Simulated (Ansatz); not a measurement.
# EuO (Fm-3m): single point from an input typed as a dict

The task is a single point from an input typed as a dict, for EuO (Fm-3m).

Program: the Python package of Ansatz 0.2.0. Level of theory: DFT LDA, plane waves, PAW. These are calculated values, not measurements.

## (1) Starting point

Symmetry: Fm-3m, No. 225, cubic system. Conventional cell: a = 5.144 Å, b = 5.144 Å, c = 5.144 Å, α = 90.00°, β = 90.00°, γ = 90.00°. Eu (site symmetry m-3m) has 6 O at 2.57 Å as nearest neighbours. O (site symmetry m-3m) is surrounded by 6 Eu at 2.57 Å.

No structure file is read: the coordinates are typed or built in the script.

## (2) The code

deck_euo.py

```python
import json

import ansatz as az

config = {
    'crystal': {
        'lattice': [[0.0, 2.57195, 2.57195], [2.57195, 0.0, 2.57195], [2.57195, 2.57195, 0.0]],
        'atoms': [
            {'symbol': 'Eu', 'position': [0.0, 0.0, 0.0], 'spin': 7.0},
            {'symbol': 'O', 'position': [0.5, 0.5, 0.5]},
        ],
    },
    'magnetization': {'spin_polarized': True},
    'kpoints': {'mp_grid': {'grid': [8, 8, 8]}},
    'hamiltonian': {'xc': 'lda'},
    'scf': {'occupations': {'method': 'gaussian', 'width': 0.1}},
    'basis': {'ecutwfc': '19 Ha'},
    'output': {'forces': True, 'stress': True, 'eigenvalues': True},
}

done = az.Session.from_dict(config).plan(threads=1).execute()
data = done.report

print(f'free energy      {data["free_energy_ev"]:.5f} eV')
print(f'per atom         {data["free_energy_ev"] / len(done.lattice.sites):.5f} eV')
print(f'SCF iterations   {data["n_iterations"]}  (converged: {data["converged"]})')

print('band  energy (eV)  occupation, at k =', data['kpoints_frac'][0])
for band, (e, occ) in enumerate(zip(data['eigenvalues_ev'][0], data['occupations'][0]), start=1):
    print(f'{band:4d} {e:12.4f} {occ:9.4f}')

print('site moments (muB):', [round(m, 2) for m in data['site_moments_mub']])
print('electrons up, down:', [round(n, 3) for n in data['spin_occupation_sums']])

keep = ['free_energy_ev', 'energy_sigma0_ev', 'fermi_energy_ev', 'n_iterations', 'converged', 'magnetization_mub', 'n_kpoints']
with open('euo.json', 'w') as handle:
    json.dump({key: data[key] for key in keep}, handle, indent=1)

terms = data['components']
print({name: round(terms[name], 3) for name in ('e_kinetic', 'e_hartree', 'e_xc', 'e_local', 'e_nonlocal')})
```

## (3) Running it

Launch:

```sh
> python deck_euo.py
```

Output:

```text
free energy      -9124.22678 eV
per atom         -4562.11339 eV
SCF iterations   13  (converged: True)
band  energy (eV)  occupation, at k = [0.0, 0.0, 0.0]
   1     -27.7165    1.0000
   2      -6.1079    1.0000
   3      -6.1079    1.0000
   4      -6.1079    1.0000
   5      -4.7684    1.0000
   6       9.7702    1.0000
   7       9.7702    1.0000
   8       9.7702    1.0000
   9      12.9973    1.0000
  10      13.3336    1.0000
  11      13.4081    0.9995
  12      13.4081    0.9995
  13      13.4081    0.9995
  14      13.6939    0.2263
  15      13.6939    0.2263
  16      13.6939    0.2263
  17      15.2808    0.0000
  18      15.2808    0.0000
  19      15.2808    0.0000
site moments (muB): [6.59, -0.06]
electrons up, down: [14.962, 8.038]
{'e_kinetic': 528.473, 'e_hartree': 757.121, 'e_xc': -250.803, 'e_local': -1954.311, 'e_nonlocal': 522.695}
```

It took 5.2 s on 1 thread of Arm Neoverse V2, shared host; peak memory 0.4 GiB.

File euo.json afterwards:

```json
{
 "free_energy_ev": -9124.226780007608,
 "energy_sigma0_ev": -9124.222940093265,
 "fermi_energy_ev": 13.640837977798224,
 "n_iterations": 13,
 "converged": true,
 "magnetization_mub": 6.924529620992253,
 "n_kpoints": 29
}
```

Lines on the test bed's own set-up are left out of the output.

## (4) Size and end state of the run

From the engine's report, whether the script printed it or not:

| item | value |
| --- | --- |
| SCF cycles in all | 13 |
| k-points solved | 29 |
| plane waves | 893 |
| bands | 19 |
| valence electrons | 23 |
| free energy (eV) | -9124.22678 |
| Fermi level (eV) | 13.641 |
| pressure (GPa; positive when compressed) | -12.99 |

## (5) The command-line twin

Run from a file, the same calculation prints its log.

input.yaml

```yaml
crystal:
  lattice:
    - [0.0, 2.57195, 2.57195]
    - [2.57195, 0.0, 2.57195]
    - [2.57195, 2.57195, 0.0]
  atoms:
    - { symbol: Eu, position: [0.0, 0.0, 0.0], spin: 7.0 }
    - { symbol: O, position: [0.5, 0.5, 0.5] }
magnetization:
  spin_polarized: true
kpoints:
  mp_grid: { grid: [8, 8, 8] }
hamiltonian:
  xc: lda
scf:
  occupations: { method: gaussian, width: 0.1 }
basis:
  ecutwfc: "19 Ha"
output:
  forces: true
  stress: true
  eigenvalues: true
```

Launch:

```sh
> ansatz run input.yaml --threads 1 --pin off --max-ram 3072MiB --backend cpu --events-out ev --progress --plain --runs-dir out
```

Output:

```text
Warning: RAYON_NUM_THREADS=1 ignored (pool sized by the plan → 1); use --threads N
Engine: ansatz 0.2.0, aarch64-unknown-linux-gnu
Pseudopotentials: kind: paw
Pseudopotential: Eu, paw, valence charge 17, recommended cutoff 420 eV (normal), Eu.paw.azcp
Pseudopotential: O, paw, valence charge 6, recommended cutoff 420 eV (normal), O.paw.azcp
Functional definition: SPW92
  exchange = slater_x
  correlation = pw_c
Crystal: 2 atoms, lattice volume = 34.027 Å³
Basis set: ecut = 517.016338673772 eV, 893 PW (Γ)
Bands: 19, of which v1, the nominal top of the filled ones, is band 12 counted from 1 (11 counted from 0)
Symmetry: 48 space group operations
Space group: Fm-3m (ITA 225), of the structure as read, at distance tolerance 3.2e-5 Å
Magnetic group: BNS 225.116 (UNI 1618), of the structure as read, at distance tolerance 3.2e-5 Å
k-points: 29 of 512
Non-local potential: Eu, projectors of the file, l = 0: 3, l = 1: 2, l = 2: 2, l = 3: 3
Non-local potential: O, projectors of the file, l = 0: 2, l = 1: 2, l = 2: 1
PAW form: soft (Blöchl's): semilocal exchange-correlation on the pseudo side does not see the compensation charge
PAW frozen core: Eu, regenerated for the run's functional, and the local potential with it (the file was generated under x = pbe(κ = 0.804, μ = 0.2195149727645171), c = pbe(β = 0.06672455060314922))
PAW frozen core: O, regenerated for the run's functional, and the local potential with it (the file was generated under x = pbe(κ = 0.804, μ = 0.2195149727645171), c = pbe(β = 0.06672455060314922))
PAW one-centre angular grid: Eu, 590 points (default); XC on 64 Gauss nodes
PAW one-centre angular grid: O, 110 points (default); XC on 64 Gauss nodes
Initial density: superposition of atomic densities (chi_scale 0.1, normalization cell)
Starting moments: Σ|m| = 7 μB on 1 of 2 sites
Initial wavefunctions: pseudopotential atomic-orbital guess
Functional: x = slater, c = lda
SCF iter   1: F=—  HF=-9124.857951 eV  |F-HF|=—  |Δ(HF+E_count)|=         —  Δρ=6.09e-2 (↑6.06e-2 ↓6.09e-2)  dr2=5.02e0  dr2_m=2.40e-1  M=6.808 μB ∫|m|=6.875 μB  β_m=0.30  ethr=3.10e-3  ⟨swp⟩=5.3  Hψ=4546  notcnv=0
Mixer restart at iter 1: flushing history
preconditioner: auto → Kerker (q_TF=auto, 2.556 Å⁻¹)  [metal: Δε(μ)=0.033 eV  Ē_g=13.313 eV  σ=0.100 eV  W_gap=0.18  n_scr=14 (ndim 8)  ℏωp=29.2 eV  f_vac=0.000  D(μ)=4.86/eV (n_scr^D=64)]
spin=Collinear: Kerker preconditioning applied to the charge; magnetization (m = ρ↑ − ρ↓) channel mixes plain (no charge-response kernel on spin).
SCF iter   2: F=—  HF=-9124.041403 eV  |F-HF|=—  |Δ(HF+E_count)|=   8.17e-1  Δρ=3.18e-2 (↑3.18e-2 ↓3.01e-2)  dr2=1.21e0  dr2_m=1.23e-1  M=6.800 μB ∫|m|=6.896 μB  β_m=0.43  ethr=3.10e-3  ⟨swp⟩=2.1  Hψ=2365  notcnv=0  defer=59
SCF iter   3: F=—  HF=-9123.983816 eV  |F-HF|=—  |Δ(HF+E_count)|=   5.76e-2  Δρ=1.96e-2 (↑1.96e-2 ↓1.33e-2)  dr2=1.71e-1  dr2_m=3.26e-2  M=6.813 μB ∫|m|=6.948 μB  β_m=0.71  ethr=3.10e-3  ⟨swp⟩=2.5  Hψ=2114  notcnv=0  defer=59
SCF iter   4: F=—  HF=-9124.198084 eV  |F-HF|=—  |Δ(HF+E_count)|=         —  Δρ=7.59e-3 (↑7.59e-3 ↓3.80e-3)  dr2=3.83e-2  dr2_m=2.26e-3  M=6.874 μB ∫|m|=7.032 μB  β_m=0.71  ethr=7.44e-4  ⟨swp⟩=2.8  Hψ=2220  notcnv=0  defer=59
Mixer restart at iter 4: flushing history
SCF iter   5: F=—  HF=-9124.212565 eV  |F-HF|=—  |Δ(HF+E_count)|=   1.45e-2  Δρ=4.93e-3 (↑4.93e-3 ↓2.17e-3)  dr2=1.72e-2  dr2_m=9.51e-4  M=6.887 μB ∫|m|=7.048 μB  β_m=0.86  ethr=1.67e-4  ⟨swp⟩=2.9  Hψ=2229  notcnv=0  defer=59
SCF iter   6: F=—  HF=-9124.226158 eV  |F-HF|=—  |Δ(HF+E_count)|=   1.36e-2  Δρ=1.90e-3 (↑1.90e-3 ↓1.73e-3)  dr2=3.34e-3  dr2_m=2.58e-5  M=6.909 μB ∫|m|=7.068 μB  β_m=0.80  ethr=7.47e-5  ⟨swp⟩=2.1  Hψ=2141  notcnv=0  defer=59
SCF iter   7: F=—  HF=-9124.226705 eV  |F-HF|=—  |Δ(HF+E_count)|=   5.47e-4  Δρ=8.20e-4 (↑8.20e-4 ↓5.16e-4)  dr2=6.11e-4  dr2_m=4.25e-5  M=6.923 μB ∫|m|=7.084 μB  β_m=0.78  ethr=1.45e-5  ⟨swp⟩=2.3  Hψ=2136  notcnv=0  defer=59
SCF iter   8: F=—  HF=-9124.226683 eV  |F-HF|=—  |Δ(HF+E_count)|=   2.18e-5  Δρ=7.33e-4 (↑7.33e-4 ↓2.83e-4)  dr2=1.56e-4  dr2_m=3.19e-5  M=6.925 μB ∫|m|=7.086 μB  β_m=0.82  ethr=2.66e-6  ⟨swp⟩=2.0  Hψ=2031  notcnv=0  defer=59
SCF iter   9: F=—  HF=-9124.226764 eV  |F-HF|=—  |Δ(HF+E_count)|=   8.10e-5  Δρ=2.91e-4 (↑2.91e-4 ↓1.26e-4)  dr2=2.60e-5  dr2_m=5.53e-6  M=6.925 μB ∫|m|=7.087 μB  β_m=0.91  ethr=6.80e-7  ⟨swp⟩=2.1  Hψ=1526  notcnv=0  defer=59
SCF iter  10: F=—  HF=-9124.226778 eV  |F-HF|=—  |Δ(HF+E_count)|=   1.42e-5  Δρ=1.01e-4 (↑1.01e-4 ↓2.91e-5)  dr2=2.82e-6  dr2_m=6.45e-7  M=6.925 μB ∫|m|=7.087 μB  β_m=0.96  ethr=1.13e-7  ⟨swp⟩=2.2  Hψ=1694  notcnv=0  defer=59
SCF iter  11: F=—  HF=-9124.226780 eV  |F-HF|=—  |Δ(HF+E_count)|=   1.43e-6  Δρ=2.24e-5 (↑2.24e-5 ↓6.98e-6)  dr2=1.37e-7  dr2_m=3.93e-8  M=6.925 μB ∫|m|=7.087 μB  β_m=0.98  ethr=1.23e-8  ⟨swp⟩=2.1  Hψ=1742  notcnv=0  defer=59
SCF iter  12: F=—  HF=-9124.226780 eV  |F-HF|=—  |Δ(HF+E_count)|=   1.94e-7  Δρ=3.09e-6 (↑3.09e-6 ↓1.24e-6)  dr2=2.56e-9  dr2_m=9.91e-10  M=6.925 μB ∫|m|=7.087 μB  β_m=0.99  ethr=5.98e-10  ⟨swp⟩=2.2  Hψ=1766  notcnv=0  defer=59
SCF iter  13: F=-9124.226780 eV  HF=-9124.226780 eV  |F-HF|=6.91e-11  |Δ(HF+E_count)|=   3.65e-9  Δρ=5.64e-7 (↑5.64e-7 ↓2.30e-7)  dr2=6.73e-11  dr2_m=3.82e-11  M=6.925 μB ∫|m|=7.087 μB  ethr=1.11e-11  ⟨swp⟩=5.3  Hψ=4265  notcnv=0
SCF 1 converged in 13 iterations: F = -9124.226780 eV  dr2 = 6.73e-11
SCF converged after 13 iterations
Magnetization: 6.9245 μB (14.9623 up, 8.0377 down)
Absolute magnetization: 7.0869 μB (∫|ρ↑−ρ↓|, with the PAW one-centre terms)
Spin contamination: 0.0139 ħ² per cell (⟨S²⟩ above its minimum at these occupations)
Per-site moments (μB) at R_I (Å): [(6.590272153133387, 1.0609293750000002), (-0.06328555090681474, 1.0609293750000002)]
Free energy (F): -9124.226780 eV
Harris-Foulkes:  -9124.226780 eV  (|F-HF|=6.91e-11)
Internal energy: -9124.219100 eV  (E = F + TS)
E sigma→0 (E₀):  -9124.222940 eV
Entropy (-TS):   -0.007680 eV (-3.840 meV/atom)
Fermi energy:    13.640838 eV
--- Per-component energies (eV) ---
  E_band       = 53.794828
  E_kinetic    = 528.472803
  E_local      = -1954.310938  (includes V_loc(G=0)·N_el)
  E_nonlocal   = 522.694763
  E_hartree    = 757.120932
  E_xc         = -250.803237
  E_vxc        = -299.071997  (∫ρ·V_xc dr)
  E_paw        = -6331.831057  (= ΣΔE_a)
  E_vpaw       = -258.232005  (= ΣTr[D̂ρ^β])
  E_aug_tail   = 0.000741  (compensation charges beyond the density's cutoff)
  E_ewald      = -2396.794917
  E_core_change = 1.231810  (= ΣΔE_core)
  E_smearing   = -0.007680  (= −TS)
  E_closure    = 0.000000  (closes the sum)
  Σ components = -9124.226780   (vs F -9124.226780, Δ=0.00e0)
--- Forces (eV/Å), atoms counted from 1 ---
  atom   1  Eu     0.00000000     0.00000000    -0.00000000
  atom   2  O      0.00000000     0.00000000    -0.00000000
  max |Σ_I F_I| component: 1.27e-29 eV/Å
--- Stress (GPa, compression-positive) ---
      -12.993020       0.000000      -0.000000
       -0.000000     -12.993020       0.000000
        0.000000       0.000000     -12.993020
  P = ⅓ Tr σ = -12.9930 GPa (-129.930 kbar)
--- Band table (eV; the first three rows and the last of 58) ---
  k-point 0 ↑: bands = ["-27.7165", "-6.1079", "-6.1079", "-6.1079", "-4.7684", "9.7702", "9.7702", "9.7702", "12.9973", "13.3336", "13.4081", "13.4081", "13.4081", "13.6939", "13.6939", "13.6939", "15.2808", "15.2808", "15.2808"]
  k-point 1 ↑: bands = ["-27.7029", "-6.5183", "-6.1211", "-6.1211", "-4.3904", "9.2995", "9.5949", "9.5949", "12.9823", "13.3496", "13.3496", "13.4094", "13.5246", "13.5999", "13.5999", "14.1518", "15.3370", "15.6459", "15.6459"]
  k-point 2 ↑: bands = ["-27.6701", "-7.1575", "-6.1527", "-6.1527", "-3.8306", "8.4608", "9.2069", "9.2069", "12.9890", "13.2509", "13.2509", "13.4124", "13.4162", "13.4610", "13.4610", "15.4967", "15.7836", "16.5433", "16.5433"]
  k-point 28 ↓: bands = ["-24.6989", "-5.6237", "-4.6527", "-4.6527", "-3.1570", "8.8011", "9.7390", "9.7390", "15.7485", "15.7485", "17.6319", "17.6319", "17.7533", "17.8298", "17.8313", "18.2463", "18.2463", "18.8924", "21.7243"]
```

Wall time 5.1 s (1 thread of Arm Neoverse V2, shared host); peak memory 0.35 GiB.

Script and command line differ by 0.000 meV in the energy.

## (6) What came out

```
              quantity                               value
           free energy  -9124.2268 eV (-4562.1134 eV/atom)
       gap on the mesh                                none
              pressure                          -12.99 GPa
         largest force                          0.000 eV/Å
moment, net / absolute             6.92 / 7.09 μB per cell
```

**Reading.** Filled and empty levels meet on the mesh: no gap at this level. The pressure of -13.0 GPa means that the cell would shrink if relaxed at this level. All forces vanish by symmetry. Open f shells: without a Hubbard U, without spin-orbit coupling; the state reached hangs on the start and needn't be the lowest. Without U the f states sit at the Fermi level and can close a real gap. The energy terms are those on the plane-wave grid, with the one-centre PAW part apart; the terms shown are only some of the summands, so they needn't add up to F. The computed bands are complete only to about 1.6 eV above the Fermi level. The levels shown are those of the first spin channel. The mesh is modest for a metal, so energies can be off by several to tens of meV an atom and pressures by half a GPa or more; differences at equal mesh fare better. At these settings the cell as given stands under about -13 GPa, so it isn't at this functional's equilibrium volume. Gaps and levels are Kohn-Sham values on a finite set of k-points, without spin-orbit coupling.
